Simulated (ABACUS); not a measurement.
MgSe under changes of volume

One of the cells (20.246 Å³/atom); the others are scaled copies at fixed shape and fractional positions:

```
CELL_PARAMETERS angstrom
0.00000 2.72550 2.72550
2.72550 0.00000 2.72550
2.72550 2.72550 0.00000
ATOMIC_POSITIONS crystal
Se 0.50000 0.50000 0.50000
Mg 0.00000 0.00000 0.00000
```

- Program: ABACUS 3.10.1
- Functional: PBEsol
- Potentials or basis: PseudoDojo NC SR 0.4.1 PBEsol standard
- Cutoff: 1184 eV
- Density cutoff: 4735 eV
- Basis: plane waves
- k mesh: 8 × 8 × 8
- Occupations: fermi-dirac, width 0.05 eV
- Spin: no spin polarisation

```tsv
volume (Å³/atom)	energy over the lowest point (meV/atom)	pressure (GPa)	gap on the mesh (eV)
19.031	16.39	4.6	1.87
19.436	7.04	2.9	1.84
19.841	1.70	1.4	1.80
20.246	0.00	0.0	1.77
20.651	1.57	-1.3	1.74
21.056	6.11	-2.3	1.71
21.461	?	?	?
```

Task: What does the run at 21.461 Å³/atom give?

Result: Energy over the lowest point 13.31 meV/atom; pressure -3.3 GPa; gap on the mesh 1.68 eV.

Worked out: A Birch-Murnaghan fit of order 3 (a polynomial in V^(-2/3)) to the other rows has its minimum at 20.25 Å³/atom with B0 = V·E''(V) = 65 GPa and B' = 4.0. It gives 13.33 meV/atom at 21.461 Å³/atom, against the run's 13.31, and -dE/dV = -3.4 GPa, against -3.3. A straight line through the other rows of the gap, of slope -1.6 eV per unit of ln V, extrapolates to 1.68 eV, against the run's 1.68.

Energies are extrapolated to zero smearing.

A mesh can miss the band edges. Spin-orbit coupling on Se is left out.
